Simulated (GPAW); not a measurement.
Runs of GPAW 26.7.0 on AgCl (Chlorargyrite). It takes space group Fm-3m (No. 225, cubic). The conventional cell has a = 5.470 Å, b = 5.470 Å, c = 5.470 Å, α = 90.00°, β = 90.00°, γ = 90.00°. Around Ag (site symmetry m-3m) lie 6 Cl at 2.73 Å. Around Cl (site symmetry m-3m) lie 6 Ag at 2.73 Å. 

```csv
task,level,potentials or basis,U,cell,k mesh,cutoff (eV),smearing,maxiter,convergence,band path,band points,response ecut,gap on the mesh (eV),pressure (GPa)
single point,PBE,"GPAW PAW data sets (gpaw-data 1.2.1), pw",-,as given,7 × 7 × 7,450,fermi-dirac 0.05 eV,120,default,-,-,-,0.97,3.5
band structure,PBEsol,"PAW data sets generated in the run's folder for this functional, pw",-,as given,8 × 8 × 8,600,fermi-dirac 0.05 eV,150,-,"GXWKGLUWLK,UX",60,-,0.70,-0.6
band structure,PBEsol+U,"PAW data sets generated in the run's folder for this functional, pw",Ag d U = 3 eV,as given,8 × 8 × 8,600,fermi-dirac 0.05 eV,150,-,"GXWKGLUWLK,UX",60,-,1.35,(a)
band structure,PBEsol+U,"PAW data sets generated in the run's folder for this functional, pw",Ag d U = 1 eV,as given,8 × 8 × 8,600,fermi-dirac 0.05 eV,150,-,"GXWKGLUWLK,UX",60,-,0.93,(c)
single point,PBEsol,"PAW data sets generated in the run's folder for this functional, pw",-,"atoms moved at random, drawn with an rms of 0.05 Å",8 × 8 × 8,600,fermi-dirac 0.05 eV,150,-,-,-,-,0.70,-0.5
dielectric tensor,PBE,"GPAW PAW data sets (gpaw-data 1.2.1), pw",-,as given,7 × 7 × 7,450,fermi-dirac 0.001 eV,150,-,-,-,80 eV,0.97,-
single point,PBEsol,"PAW data sets generated in the run's folder for this functional, pw",-,as given,8 × 8 × 8,600,fermi-dirac 0.05 eV,150,-,-,-,-,0.70,-0.6
band structure,PBEsol+U,"PAW data sets generated in the run's folder for this functional, pw",Ag d U = 6 eV,as given,8 × 8 × 8,600,fermi-dirac 0.05 eV,150,-,"GXWKGLUWLK,UX",60,-,(d),0.5
band structure,PBEsol+U,"PAW data sets generated in the run's folder for this functional, pw",Ag d U = 4 eV,as given,8 × 8 × 8,600,fermi-dirac 0.05 eV,150,-,"GXWKGLUWLK,UX",60,-,1.55,0.2
band structure,PBEsol+U,"PAW data sets generated in the run's folder for this functional, pw",Ag d U = 8 eV,as given,8 × 8 × 8,600,fermi-dirac 0.05 eV,150,-,"GXWKGLUWLK,UX",60,-,2.24,0.8
band structure,PBEsol+U,"PAW data sets generated in the run's folder for this functional, pw",Ag d U = 2 eV,as given,8 × 8 × 8,600,fermi-dirac 0.05 eV,150,-,"GXWKGLUWLK,UX",60,-,(b),-0.2
```

Alike in all rows: no spin polarisation.

Fill in the values left out.

(a) 0.0; (b) 1.14; (c) -0.4; (d) 1.91.

Caveats: an odd mesh through Γ misses points on the zone boundary, where band edges often lie (some runs); the cutoff is short for stress and forces, so pressures can be off by a GPa or more (some runs); the long-wavelength limit can be off by several per cent where d states take part (some runs).

A k mesh can miss the band edges, and the runs leave out spin-orbit coupling on Ag.
